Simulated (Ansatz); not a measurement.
Results of PBE0 (Ansatz, an electronic-structure program, PAW) for α-phase Li3N.

Settings: plane-wave cutoff 460 eV, 9×9×8 k mesh (along the axes of the cell as run), Fermi–Dirac smearing 0.01 eV, scalar-relativistic PAW data made under PBE.

Computed at the level's own relaxed cell.

```yaml
crystal:
  lattice:
    - [1.79787, -3.11400, 0.00000]
    - [1.79787, 3.11400, 0.00000]
    - [0.00000, 0.00000, 3.84044]
  atoms:
    - { symbol: Li, position: [0.33333, 0.66667, 0.00000] }
    - { symbol: Li, position: [0.66667, 0.33333, 0.00000] }
    - { symbol: Li, position: [0.00000, 0.00000, 0.50000] }
    - { symbol: N, position: [0.00000, 0.00000, 0.00000] }
```

Question: List the 5 lowest band energies at Γ above −25 eV (eV, relative to the valence band maximum), grouping those that round alike.

Answer: At Γ: -12.83, -1.70, -0.21 (×2), 2.71.

Note: the run warned that its exchange threshold was loose for the stress.
